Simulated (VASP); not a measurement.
Crystal: C.

```
C
1.0
     2.46729    0.00000    0.00000
    -1.23365    2.13674    0.00000
     0.00000    0.00000    7.80307
C
4
Direct
  0.00000 0.00000 0.25000
  0.00000 0.00000 0.75000
  0.33333 0.66667 0.25000
  0.66667 0.33333 0.75000
```

- Program: VASP 6.6.1
- Task: relaxation of cell and atoms
- Functional: PBE
- Dispersion: D3(BJ)
- Potentials or basis: VASP PAW PBE potentials, release 64 (C)
- Cutoff: 600 eV
- k mesh: 12 × 12 × 4
- Occupations: gaussian, width 0.03 eV
- Spin: no spin polarisation

At the start: pressure -1.1 GPa; volume 10.28 Å³/atom.

Question: How do energy, volume and symmetry change on relaxing?

Answer: Over 12 steps the energy falls by 15.3 meV/atom and the volume is 8.80 Å³/atom (-14.4 %); space group P6_3/mmc (No. 194, to 0.05 Å).

The path:
```csv
step,energy change (eV),largest force (eV/Å),pressure (GPa),volume (Å³)
1,0.0000,0.0000,-1.12,41.14
2,-0.0034,0.0000,0.24,40.71
3,-0.0048,0.0000,1.67,40.28
4,-0.0057,0.0000,1.68,40.23
5,-0.0082,0.0000,1.53,40.06
6,-0.0133,0.0000,1.47,39.73
7,-0.0233,0.0000,1.18,39.07
8,-0.0417,0.0000,0.79,37.74
9,-0.0612,0.0000,0.17,35.08
10,-0.0612,0.0000,0.18,35.18
11,-0.0612,0.0000,-0.27,35.27
12,-0.0612,0.0000,0.07,35.20
```

Final structure:
```
C
1.0
     2.46485    0.00000    0.00000
    -1.23243    2.13462    0.00000
     0.00000    0.00000    6.69061
C
4
Direct
  0.00000 0.00000 0.25000
  0.00000 0.00000 0.75000
  0.33333 0.66667 0.25000
  0.66667 0.33333 0.75000
```
